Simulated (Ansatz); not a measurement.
Theory: Ansatz, DFT PBEsol, scalar-relativistic, plane waves, PAW.

Cutoff 420 eV; k points 9×9×6 on the computed 4-atom cell (Γ-centred); Gaussian smearing, width 0.02 eV; no spin polarisation.

```xyz
4
Lattice="4.1425 0.2234 0.0906 -1.8778 3.2524 0.0000 0.1092 0.0631 5.3011" Properties=species:S:1:pos:R:3 pbc="T T T"
Sr    0.2888    2.3350    4.9666
Sr    2.1112    1.2189    2.3838
O     0.2008    2.2842    2.3634
O     2.2291    1.2870    5.0456
```

(1) Is this geometry at equilibrium? Which atom feels the largest force?

(2) Give all forces and the stress.

Answers

(1) It isn't. Atom 2 (Sr) feels (1.92, 1.11, -0.29) eV/Å, 2.233 eV/Å in size.

(2)
| atom | Fx | Fy | Fz |
| --- | --- | --- | --- |
| Sr1 | -1.669 | -0.963 | 0.260 |
| Sr2 | 1.918 | 1.107 | -0.290 |
| O3 | -1.506 | -0.869 | -0.022 |
| O4 | 1.257 | 0.726 | 0.052 |
Stress (GPa, compression positive):
```
11.50 -7.65 -1.55
-7.65 20.33 -0.89
-1.55 -0.89  0.00
```

This form isn't the usual stable structure of the compound.